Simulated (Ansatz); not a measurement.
## CoSi2: enthalpy against pressure

CoSi2, Fm-3m, a = 5.360 Å. Ansatz: PBE, PAW, 420 eV, Γ-centred 14×14×14 mesh on 3 atoms, Gaussian smearing 0.10 eV; no spin polarisation. Cell and atoms are relaxed at each pressure, and no other structure is tried, so the rows at high pressure may lie past a change of phase. y is the enthalpy over the state at zero pressure; there V0 = 12.832 Å³/atom. The pressures are the targets, met within 0.05 GPa.

| P (GPa) | y (eV/atom) |
| --- | --- |
| -1.0 | -0.0803 |
| 0.0 | 0.0000 |
| 1.0 | 0.0799 |
| 4.0 | 0.3169 |
| 12.0 | ? |
| 25.0 | 1.8888 |
| 50.0 | 3.6145 |
| 90.0 | 6.1552 |

Q: Fit y = c1 P + c2 P² + c3 P³ to the other rows, say what c1 and c2 mean, and predict the missing value.

A: Least squares on the rows shown. y = 0.079538 P − 0.00017157 P² + 5.3025×10⁻⁷ P³. Since dH/dP = V, c1 is V0: 0.079538 eV/GPa × 160.2 = 12.742 Å³ against 12.832; c2 = −V0/(2B0) gives B0 = 232 GPa, where a Birch–Murnaghan fit to the volumes of the same runs (not shown) gives 180 GPa: a cubic over this range folds the higher terms into c2. At P = 12.0 the fit asked for gives 0.9307 eV/atom. The run gave 0.9322 eV/atom, so the fit is 0.0015 eV/atom too low, 0.024 % of the span of the series, against an rms of 0.0007 eV/atom on the fitted rows. With a term in P⁴ added, a fit to the same known rows predicts 0.9325 eV/atom, so most of the miss is curvature that the known rows already hold.